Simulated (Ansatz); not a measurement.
# Binding across the interface in twisted h-AlN/h-SiC alternating trilayer, 38.21° (42 atoms): runs compared

How much energy holds the two parts of twisted h-AlN/h-SiC alternating trilayer, 38.21° (42 atoms) together, how does it fall off with distance, and how much does it hang on the functional?

Computed with Ansatz 0.2.0: Kohn-Sham DFT, PBE+D3(BJ), PAW (set soft_2), plane waves.

## Step 1: The cell as built

The cell holds 42 atoms: 14 Al, 14 N, 7 Si and 7 C. Cell: a = 8.242 Å, b = 8.242 Å, c = 20.350 Å, α = 90.0°, β = 90.0°, γ = 120.0°. It derives from AlN and SiC. h-AlN (a = 3.13 Å) under h-SiC (a = 3.1 Å), alternating trilayer, commensurate cell of 7 unit cells a layer, twist 38.21 deg, both strained to the mean lattice constant; facing planes 3.16, 3.19 Å apart; 14 Å of vacuum; layers as built, displaced by a Gaussian of 0.01 Å. Regions: layer 1, 14 atoms (7 Al and 7 N); layer 2, 14 atoms (7 Si and 7 C); layer 3, 14 atoms (7 Al and 7 N). Vacuum lies along c.

## Step 2: The reference run

The reference is a single point at the end of the relaxation.

The parts (lower: layer 1 and layer 2 and upper: layer 3) keep their atoms where they stand in it, and shifted cells move the upper part rigidly.

Its input, with most atom lines left out:

```yaml
crystal:
  lattice:
    - [8.2415, 0.0, 0.0]
    - [-4.12075, 7.13735, 0.0]
    - [0.0, 0.0, 20.35]
  atoms:
    - { symbol: Al, position: [0.21499, 0.33161, 0.34319] }
    - { symbol: "N", position: [0.25978, 0.13997, 0.3629] }
    - { symbol: Al, position: [0.35914, 0.75981, 0.35494] }
    - { symbol: "N", position: [0.40403, 0.57392, 0.33013] }
    - { symbol: Al, position: [0.50862, 0.20799, 0.36071] }
    - { symbol: "N", position: [0.54918, 0.00574, 0.38031] }
    - { symbol: Al, position: [0.63673, 0.60833, 0.33855] }
    [... atom lines 8 to 42 left out ...]
kpoints:
  mp_grid: { grid: [3, 3, 1] }
hamiltonian:
  xc: pbe
  dispersion: d3bj
scf:
  occupations: { method: gaussian, width: 0.05 }
output:
  forces: true
  populations: true
  dos:
    method: { smearing: { sigma: 0.1 } }
    de: 0.1
    projected:
      site_lists:
        Al: [Al]
        C: [C]
        "N": ["N"]
        Si: [Si]
        layer_1: [0, 1, 2, 3, 4, 5, 6, 7, 8, 9, 10, 11, 12, 13]
        layer_2: [14, 15, 16, 17, 18, 19, 20, 21, 22, 23, 24, 25, 26, 27]
        layer_3: [28, 29, 30, 31, 32, 33, 34, 35, 36, 37, 38, 39, 40, 41]
  eigenvalues: true
  write_density: true
  write_potential: true
  volumetric_format: npy
  elf: true
```

```
free energy per atom   : -455.6644 eV/atom
r.m.s. force component : 0.0092 eV/Å
```

Filled and empty levels are parted by 1.88 eV (on the run's k-points); a semilocal functional tends to put such gaps too low.

## Step 3: The runs

Each row is one run, on 4 threads of Arm Neoverse V2, shared host. The free energy is the program's total, comparable only between runs with the same functional, potentials and atoms, or as a whole against its parts.

| run | atoms | outcome | ionic steps, all passes | free energy (eV) | time | host memory (GiB) |
| --- | --- | --- | --- | --- | --- | --- |
| Single point at the start | 42 | converged | - | -19134.926 | 17 s | 2.9 |
| Relaxation | 42 | converged | 27 | -19137.905 | 6.7 min | 3.0 |
| Single point at the relaxed geometry | 42 | converged | - | -19137.905 | 41 s | 3.1 |
| The lower part alone | 28 | converged | - | -12669.474 | 23 s | 2.3 |
| The upper part alone | 14 | converged | - | -6461.936 | 11 s | 1.5 |
| Upper part moved by +0.3 Å | 42 | converged | - | -19137.057 | 22 s | 2.9 |
| Upper part moved by -0.3 Å | 42 | converged | - | -19135.513 | 23 s | 2.9 |
| Upper part moved by +0.8 Å | 42 | converged | - | -19134.871 | 23 s | 2.9 |
| Upper part moved by +1.6 Å | 42 | converged | - | -19132.813 | 21 s | 2.9 |
| Upper part moved by +3 Å | 42 | converged | - | -19131.785 | 21 s | 2.9 |
| Whole cell, LDA | 42 | converged | - | -18400.044 | 19 s | 2.8 |
| Lower part, LDA | 28 | converged | - | -12176.132 | 13 s | 2.0 |
| Upper part, LDA | 14 | converged | - | -6217.549 | 4.9 s | 1.2 |
| Whole cell, PBE+D4 | 42 | converged | - | -19139.527 | 20 s | 2.9 |
| Lower part, PBE+D4 | 28 | converged | - | -12670.725 | 13 s | 2.1 |
| Upper part, PBE+D4 | 14 | converged | - | -6462.317 | 5.5 s | 1.4 |

In some runs the program notes that the exchange-correlation potential is rough where the density is thin and the dispersion model switches parameters near this geometry.

## Step 4: Interaction energy

Whole cell less its two parts, each frozen at the geometry of the whole and solved in the same cell with the same functional, so that energy zeros cancel. The upper part is 'layer 3' and the lower part 'layer 1 and layer 2', so the cut is under the top layer, which needn't be the twisted interface. The nearest atoms of the two parts stand 1.90 Å apart. The face is 58.82 Å².

| functional | interaction energy (eV) | of it, the added dispersion term (eV) | per area (meV/Å²) | per area (J/m²) | per atom of the upper part (meV) |
| --- | --- | --- | --- | --- | --- |
| PBE+D3(BJ) | -6.495 | -1.840 | -110.4 | -1.77 | -464.0 |
| LDA | -6.364 | - | -108.2 | -1.73 | -454.6 |
| PBE+D4 | -6.485 | -1.830 | -110.3 | -1.77 | -463.2 |

## Step 5: Energy against separation

The upper part is moved rigidly along the normal from its place in the reference.

| shift (Å) | energy change (eV) | per area (meV/Å²) | share of the binding lost (%) | gap (eV) |
| --- | --- | --- | --- | --- |
| -0.3 | 2.393 | 40.67 | - | 1.61 |
| +0.0 | 0.000 | 0.00 | - | 1.88 |
| +0.3 | 0.848 | 14.42 | 13 | 2.04 |
| +0.8 | 3.034 | 51.57 | 47 | 1.95 |
| +1.6 | 5.092 | 86.56 | 78 | 1.70 |
| +3.0 | 6.120 | 104.04 | 94 | 1.51 |

## Step 6: Levels of whole and parts

| cell | gap (eV) | vacuum level at the upper face, over the highest filled level, or over E_F where no gap is given (eV) | moment (μB) |
| --- | --- | --- | --- |
| whole | 1.88 | 4.92 | no spin |
| lower part | 1.49 | - | no spin |
| upper part | 2.18 | - | no spin |

A dash marks a cell without a clear gap, or without a flat potential in the vacuum.

## Step 7: Findings

The parts bind with 110.4 meV/Å² (6.50 eV for the cell) at the level PBE+D3(BJ), far more than van der Waals binding between intact sheets, and bonds of chemical length cross the interface. The added dispersion term contributes -1.840 eV, the functional itself -4.656 eV. At this one geometry the functionals range from -110.4 (PBE+D3(BJ)) to -108.2 meV/Å² (LDA). The curvature over ±0.3 Å is 9.8×10²⁰ N/m³, and the energy rises faster on the near side. At +3.0 Å, 94 % of the binding is lost; the shift also narrows the vacuum to the periodic image. On the run's k-points the gap of the whole, 1.88 eV, lies 0.39 eV over the smaller of the parts'.

Caveats: The parts are frozen, so the energy of their deformation isn't counted. No correction is made for dipoles across the vacuum, and the parts also feel their periodic images through it.

The DFT runs together took 11 min of wall time.

[Logs are printed without paths, hosts, clocks, repeated set-up lines and the standing remarks that a program may print on its own settings, such as how far it seeks lower states.]

[Hosts, paths, dates, database ids (printed as entryN), source tags and the programs' standing remarks are cut or masked in the printed files.]
